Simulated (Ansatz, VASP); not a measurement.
# GePt: VASP beside Ansatz

```xyz
2
Lattice="3.1941 0.0000 0.0000 0.0000 3.1941 0.0000 0.0000 0.0000 3.1941" Properties=species:S:1:pos:R:3 pbc="T T T"
Ge    0.0000    0.0000    0.0000
Pt    1.5971    1.5971    1.5971
```

Change from the starting cell: species swapped into the CeHg type (Pm-3m, No. 221).

Alike in both runs: functional PBE; k mesh 6 × 6 × 6; occupations gaussian, width 0.1 eV; no spin polarisation.

Ansatz relaxed the structure, and its values are those at the end. VASP's run is a single point on that final structure, the one shown.

```csv
,VASP,Ansatz
version,VASP 6.6.1,Ansatz 0.2.0
potentials or method,"VASP PAW PBE potentials, release 64 (Ge_d, Pt)","scalar-relativistic, plane waves, PAW"
plane-wave cutoff (eV),520,420
valence electrons in the cell,24,32
```

```tsv
	VASP	Ansatz	Ansatz less VASP
gap on the k mesh at the Fermi level (eV)	none	none	-
pressure (GPa)	0.0	0.0	+0.03
```

A gap of «none» marks a metal or a gap that the smearing closes. The two sets of potentials don't hold the same shells in valence.

The runs have no spin-orbit coupling, so splittings on Pt are missing.
